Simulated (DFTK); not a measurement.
Crystal: MgO.

```xyz
2
Lattice="0.0000 2.0970 2.0970 2.0970 0.0000 2.0970 2.0970 2.0970 0.0000" Properties=species:S:1:pos:R:3 pbc="T T T"
Mg    0.0000    0.0000    0.0000
O     2.0970    2.0970    2.0970
```

The cell is a database's computed one.

Base run:

* Program: DFTK 0.8.2
* Functional: PBE
* Potentials or basis: dojo.nc.sr.pbe.v0_4_1.standard.upf (PBE)
* Cutoff: 1143 eV
* k mesh: 11 × 11 × 11
* Occupations: fermi-dirac, width 0.05 eV
* Spin: no spin polarisation

Its results: band gap on the k mesh 4.89 eV, direct; pressure 6.7 GPa.

Q: The run is repeated on the same cell with these changes: functional from PBE to LDA; potentials or basis from dojo.nc.sr.pbe.v0_4_1.standard.upf (PBE) to SG15 1.2 (PBE); cutoff from 1143 eV to 1225 eV. What comes out?

A: Band gap on the k mesh 4.57 eV, direct; pressure -3.5 GPa.

Caveats: an odd mesh through Γ misses points on the zone boundary, where band edges often lie (some runs); the potentials were made for another functional, which shifts forces and pressure (some runs).

Not every run made on this cell is shown here.
